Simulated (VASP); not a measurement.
## ZrH6: relaxation of cell and atoms with PBE

The system is ZrH6.

```
Zr H
1.0
     3.38798    0.00000    0.00000
     0.00000    3.38798    0.00000
     0.00000    0.00000    8.41101
Zr H
1 6
Cartesian
  1.6940 1.6940 4.2055
  0.0000 1.6940 5.3116
  1.6940 0.0000 5.3116
  0.0000 1.6940 3.0995
  1.6940 0.0000 3.0995
  1.6940 1.6940 8.0358
  1.6940 1.6940 0.3752
```

The cell was built by a generator and needn't be a form met in nature.

* Program: VASP 6.6.1
* Task: relaxation of cell and atoms
* Functional: PBE
* Potentials or basis: VASP PAW PBE potentials, release 64 (Zr_sv, H)
* Cutoff: 900 eV
* k mesh: 6 × 6 × 3
* Occupations: fermi-dirac, width 0.05 eV
* Spin: no spin polarisation
* Further INCAR settings: ALGO = Normal; EDIFF = 1e-06; IBRION = 2; EDIFFG = -0.02; NSW = 60; ISIF = 3

| Property | Result |
| --- | --- |
| Relaxed volume | 13.79 Å³/atom |
| Relaxed cell | a = 3.388 Å, b = 3.388 Å, c = 8.411 Å, α = 90.00°, β = 90.00°, γ = 90.00° |
| Space group after relaxing (to 0.05 Å) | P4/mmm (No. 123) |
| Energy gained by relaxing | 0.0 meV/atom |
| Ionic steps | 3 |
| Pressure after relaxing | 0.0 GPa |
| Largest force after relaxing | 0.006 eV/Å |
| Band gap on the k mesh | none (metal or under the smearing width) |

Forces on the atoms (eV/Å):
```
Zr   0.000  0.000  0.000
H    0.000  0.000 -0.006
H    0.000  0.000 -0.006
H    0.000  0.000  0.006
H    0.000  0.000  0.006
H    0.000  0.000 -0.005
H    0.000  0.000  0.005
```

Final structure:
```
CELL_PARAMETERS angstrom
3.38779 0.00000 0.00000
0.00000 3.38779 0.00000
0.00000 0.00000 8.41069
ATOMIC_POSITIONS crystal
Zr 0.50000 0.50000 0.50000
H 0.00000 0.50000 0.63149
H 0.50000 0.00000 0.63149
H 0.00000 0.50000 0.36851
H 0.50000 0.00000 0.36851
H 0.50000 0.50000 0.95544
H 0.50000 0.50000 0.04456
```

Levels at points of the mesh, in eV from the Fermi level:
| k point | band 7 | band 8 | band 9 | band 10 | band 11 | band 12 |
| --- | --- | --- | --- | --- | --- | --- |
| (0.00, 0.00, 0.00) | -3.86 | -3.07 | 0.59 | 1.60 | 2.21 | 2.21 |
| (0.50, 0.00, 0.00) | -3.75 | -2.77 | -0.91 | 1.33 | 2.15 | 2.51 |
| (0.50, 0.50, 0.00) | -3.26 | -1.83 | -1.83 | -0.82 | 2.22 | 4.38 |

Wall time 62 s on 1 thread of AMD EPYC 9R45 96-Core Processor (Zen 5), with other jobs on the host, peak memory 0.32 GiB.
